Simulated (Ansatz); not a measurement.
Varying the input for CdSe

All trials start from this Ansatz input:

```yaml
crystal:
  lattice:
    - [0.0, 2.873958, 2.873958]
    - [2.873958, 0.0, 2.873958]
    - [2.873958, 2.873958, 0.0]
  atoms:
    - { symbol: Cd, position: [0.0, 0.0, 0.0] }
    - { symbol: Se, position: [0.5, 0.5, 0.5] }
basis:
  ecutwfc: 420
kpoints:
  mp_grid: { grid: [4, 4, 4] }
hamiltonian:
  xc: pbe
scf:
  occupations: { method: gaussian, width: 0.1 }
output:
  forces: true
  stress: true
  eigenvalues: true
```

Command:

```bash
ansatz run input.yaml --threads 1 --pin off --max-ram 1331MiB --backend cpu --events-out ev --progress --plain --runs-dir out
```

The run converges in 6 SCF iterations on 8 irreducible k-points: pressure 0.04 GPa, no gap.

Settings here are deliberately varied, not converged. Each trial's input is given as a difference from the reference's; energies are extrapolated to zero smearing where there is one, and pressure is positive in compression. Charged cells sit in a uniform background, and their pressures hang on that convention.

Question: Trial 1:

```diff
 basis:
+  ecutrho_ratio: 6
 scf:
-  occupations: { method: gaussian, width: 0.1 }
+  occupations: { method: methfessel_paxton, width: 0.17 }
+  n_extra_bands: 2
+  mixing: { algorithm: broyden }
+  initial_density: { chi_scale: 0, normalization: atom }
+  max_iter: 80
```

How does this run end?

Answer: The run converges in 8 SCF iterations on 8 irreducible k-points: energy 0.04 meV per atom below the reference, pressure 0.00 GPa, no gap.

Question: Trial 2:

```diff
+total_charge: -2
-basis:
-  ecutwfc: 420
+basis: {}
 kpoints:
-  mp_grid: { grid: [4, 4, 4] }
+  mp_grid: { kspacing: 1.2 }
 hamiltonian:
+  pseudopotentials: { kind: nc }
 output:
-  forces: true
+  forces: false
+magnetization:
+  spin_polarized: true
```

How does this run end?

Answer: The run converges in 10 SCF iterations on 3 irreducible k-points: at 1170 eV, the cutoff that these potentials take when none is typed, pressure 15.02 GPa (with the neutralising background of the charged cell), gap on the sampled k-points 2.33 eV (the reference is a metal, so it comes from the sampling or the changed settings), cell moment 0.00 μB. It warns that no starting moments were given; that the state wasn't tested for a lower one.

Question: Trial 3 (volume scaled):

```diff
 crystal:
   lattice:
-    - [0.0, 2.873958, 2.873958]
-    - [2.873958, 0.0, 2.873958]
-    - [2.873958, 2.873958, 0.0]
+    - [0.0, 3.0022627706, 3.0022627706]
+    - [3.0022627706, 0.0, 3.0022627706]
+    - [3.0022627706, 3.0022627706, 0.0]
+total_charge: -1
 basis:
-  ecutwfc: 420
+  ecutwfc: "19 Ry"
 kpoints:
-  mp_grid: { grid: [4, 4, 4] }
+  mp_grid: { kspacing: 0.57 }
+  band_path: { path: [[0, 0, 0], [0.5, 0, 0], [0.5, 0.5, 0.5]], npoints: 4 }
 hamiltonian:
+  dispersion: d4
 scf:
+  n_extra_bands: 1
```

How does this run end?

Answer: The run converges in 8 SCF iterations on 8 irreducible k-points: pressure -1.43 GPa (with the neutralising background of the charged cell), no gap. It warns that the cutoff lies under the recommended one, 420 eV for these potentials.

Question: Trial 4:

```diff
 kpoints:
-  mp_grid: { grid: [4, 4, 4] }
+  mp_grid: { grid: [4, 2, 1], shift: [0.25, 0.25, 0.25] }
 hamiltonian:
+  hubbard: { sites: [{ species: Cd, l: d, u_eff: 3.2 }], projectors: atomic }
```

How does this run end?

Answer: The run converges in 7 SCF iterations on 8 irreducible k-points: pressure -1.92 GPa, gap on the sampled k-points 2.16 eV (the reference is a metal, so it comes from the sampling or the changed settings). It warns that the mesh lowers the symmetry. Under a U the state reached may not be the lowest.

Question: Trial 5 (atoms moved):

```diff
 crystal:
   atoms:
-    - { symbol: Cd, position: [0.0, 0.0, 0.0] }
-    - { symbol: Se, position: [0.5, 0.5, 0.5] }
+    - { symbol: Cd, position: [0.0015173496, 0.0175973459, -0.0061433118] }
+    - { symbol: Se, position: [0.4971435877, 0.4938224798, 0.5052437398] }
 basis:
-  ecutwfc: 420
+  ecutwfc: "16 Ry"
+  ecutrho_ratio: 10
 kpoints:
-  mp_grid: { grid: [4, 4, 4] }
+  mp_grid: { grid: [2, 2, 2] }
 hamiltonian:
+  hubbard:
+    sites: [{ species: Cd, l: d, u: 5.1, j: 0.31 }]
+    projectors: ortho-atomic
 scf:
+  mixing: { algorithm: msr1, q_tf: 0.54 }
+  initial_density: { chi_scale: 0, normalization: atom }
+  max_iter: 95
 output:
+  dos: { method: smearing }
+  efg: {}
```

How does this run end?

Answer: The run converges in 19 SCF iterations on 8 irreducible k-points: pressure 8.79 GPa (unreliable at so low a cutoff), largest force 0.060 eV/Å (unreliable too), no gap. It warns that the cutoff lies under the recommended one, 420 eV for these potentials; that the count of filled bands differs between k-points; that field gradients leave spin–orbit coupling out.

Question: Trial 6:

```diff
 kpoints:
+  band_path: { path: [[0, 0, 0], [0.5, 0, 0], [0.5, 0.5, 0.5]], npoints: 8 }
 hamiltonian:
+  hubbard: { sites: [{ species: Cd, l: d, u_eff: 5.9 }] }
```

What happens?

Answer: The run converges in 9 SCF iterations on 8 irreducible k-points: pressure 0.48 GPa, no gap. It warns that the count of filled bands differs between k-points.

Question: Trial 7:

```diff
 kpoints:
-  mp_grid: { grid: [4, 4, 4] }
+  mp_grid: { grid: [1, 1, 1] }
 hamiltonian:
-  xc: pbe
+  xc: blyp
 scf:
-  occupations: { method: gaussian, width: 0.1 }
+  occupations: { method: methfessel_paxton, width: 0.069 }
+  n_extra_bands: 30
+  mixing: { algorithm: msr1 }
+  initial_density: { chi_scale: 0, normalization: atom }
+  max_iter: 65
 output:
+  dos: { method: smearing }
```

How does this run end?

Answer: The run converges in 12 SCF iterations on 1 irreducible k-point: pressure 34.73 GPa.

Question: Trial 8:

```diff
 kpoints:
-  mp_grid: { grid: [4, 4, 4] }
+  mp_grid: { kspacing: 0.47 }
+relax:
+  adjacent_minimum: "off"
+  f_tol: 0.004
+  max_steps: 30
```

What does the program give?

Answer: The relaxation ends after 1 step and 6 SCF iterations, 0.00 meV per atom in free energy under its start, at 23.74 Å³/atom: energy 18.7 meV per atom below the reference, pressure -0.13 GPa. It warns that the SCF threshold is loose for the stress.

Question: Trial 9 (origin moved):

```diff
 crystal:
   atoms:
-    - { symbol: Cd, position: [0.0, 0.0, 0.0] }
-    - { symbol: Se, position: [0.5, 0.5, 0.5] }
+    - { symbol: Cd, position: [0.243, 0.622, 0.385] }
+    - { symbol: Se, position: [0.743, 1.122, 0.885] }
+total_charge: -0.5
 hamiltonian:
-  xc: pbe
+  xc: rpbe
 scf:
-  occupations: { method: gaussian, width: 0.1 }
+  occupations: { method: tetrahedron_uncorrected }
```

How does this run end?

Answer: The run converges in 9 SCF iterations on 8 irreducible k-points: pressure 6.36 GPa (with the neutralising background of the charged cell), no gap. It warns that the printed bands weren't solved further after the SCF.

Question: Trial 10 (one atom moved):

```diff
 crystal:
   atoms:
-    - { symbol: Se, position: [0.5, 0.5, 0.5] }
+    - { symbol: Se, position: [0.5347952197, 0.5347952197, 0.4652047803] }
 kpoints:
-  mp_grid: { grid: [4, 4, 4] }
+  mp_grid: { grid: [1, 1, 1] }
+  band_path: { path: [VBM, CBM], npoints: 5 }
```

What happens?

Answer: The run converges in 13 SCF iterations on 1 irreducible k-point: energy 4.47 eV per atom above the reference, pressure 30.02 GPa, largest force 1.794 eV/Å, no gap.

Question: Trial 11:

```diff
 crystal:
+  symmetry: { detect: true }
 kpoints:
-  mp_grid: { grid: [4, 4, 4] }
+  mp_grid: { grid: [1, 2, 1] }
+  band_path: { path: [[0, 0, 0], [0.5, 0, 0], [0.5, 0.5, 0.5]], npoints: 8 }
 hamiltonian:
+  dispersion: d3bjatm
 output:
+  populations: true
+magnetization:
+  spin_polarized: true
+  initial_magnetization: 1.0
```

What happens?

Answer: The run converges in 14 SCF iterations on 2 irreducible k-points: pressure 28.07 GPa, no gap, cell moment 1.00 μB (the reference has none, and so few k-points can make one). It warns that the mesh lowers the symmetry.

Question: Trial 12:

```diff
+total_charge: 0.1
 hamiltonian:
+  dispersion: d3bj
 scf:
-  occupations: { method: gaussian, width: 0.1 }
+  occupations: { method: gaussian }
```

What does the program give?

Answer: The run converges in 7 SCF iterations on 8 irreducible k-points: pressure -3.05 GPa (with the neutralising background of the charged cell), no gap.